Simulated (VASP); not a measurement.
# Rh: single point with PBE+D3(BJ)

Rh:

```
Rh
1.0
     2.68484    0.00000    0.00000
    -1.34242    2.32514    0.00000
     0.00000    0.00000    8.75897
Rh
4
Cartesian
  0.0000 0.0000 0.0000
  0.0000 1.5501 2.1897
  0.0000 0.0000 4.3795
  1.3424 0.7750 6.5692
```

This isn't the form of Rh at room conditions, which is fcc.

```
Program                : VASP 6.6.1
Task                   : single point
Functional             : PBE
Dispersion             : D3(BJ)
Potentials or basis    : VASP PAW PBE potentials, release 64 (Rh_pv)
Cutoff                 : 520 eV
k mesh                 : 18 × 18 × 6
Occupations            : gaussian, width 0.1 eV
Spin                   : no spin polarisation
Dipole correction      : no
Further INCAR settings : ALGO = Fast; EDIFF = 1e-06; NBANDS = 38
```

```json
{
 "Pressure": "0.1 GPa",
 "Band gap on the k mesh": "none (metal or under the smearing width)",
 "Dispersion energy per atom": "-0.651 eV"
}
```

Levels at points of the mesh, in eV from the Fermi level:
```tsv
k point	band 28	band 29	band 30	band 31	band 32	band 33
(0.00, 0.00, 0.00)	-1.47	-1.47	-0.87	-0.87	-0.36	-0.36
(0.50, 0.00, 0.00)	0.60	0.65	0.82	0.83	0.87	1.23
(0.00, 0.00, 0.50)	-1.16	-1.16	-1.16	-1.14	-1.14	0.07
(0.50, 0.00, 0.50)	-0.12	0.58	0.58	0.80	0.80	2.88
```

Wall time 4.2 min on 1 thread of Intel(R) Xeon(R) Platinum 8488C (Sapphire Rapids), on a shared host, peak memory 0.33 GiB.

Caveat: pairwise dispersion overbinds metals, which lowers pressure and volume.
